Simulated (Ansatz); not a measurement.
# Ni₂Ge (P6_3/mmc): electronic heat capacity and spin susceptibility from the density of states

The calculation used Ansatz 0.2.0, DFT r2SCAN, scalar-relativistic, plane waves, PAW.

Plane waves to 500 eV, a k mesh through Γ of 12×12×8 on the computed 6-atom cell and Gaussian smearing (0.10 eV); no spin polarisation.

Relaxed cell: P6_3/mmc, a = 3.978 Å, b = 3.978 Å, c = 5.037 Å, α = 90.00°, β = 90.00°, γ = 120.00°, 6 atoms in the primitive cell. Whether it is the stable form of this composition wasn't checked.

The density of states at the Fermi level is 3.472 states/eV in the cell of 6 atoms (2 formula units; both spins, tetrahedra on a 18×18×12 mesh). Averaged over bins of 0.1 eV the density runs from 2.5 to 4.5 states/eV within 0.2 eV of the Fermi level, so the figure hangs on the exact place of that level.

Task: What Sommerfeld coefficient and Pauli susceptibility does this give?

Result: Per formula unit N(E_F) = 1.736 states/eV. γ = (π²/3) k_B² N(E_F) N_A = 2.357 mJ/(mol K²) per state/eV, so γ = 4.1 mJ/(mol K²), a mole of formula units. χ_P = μ_B² N(E_F) N_A = 3.23×10⁻⁵ emu/mol per state/eV gives 5.6×10⁻⁵ emu/mol. This is the bare band result: a measured γ of the same phase is as a rule larger by a factor 1 + λ from phonons and spin fluctuations, the spin part of χ is larger by the Stoner factor, and a measured χ also holds orbital and core terms. N(E_F) at one energy is sensitive to the mesh where the density of states has sharp peaks.

A ferromagnetic start lost its moments in a first run, so spin was left out; other magnetic orders weren't tried.

Cost: 1 run of about 8.9 core-minutes, on AMD EPYC (Zen 3) (shared hosts).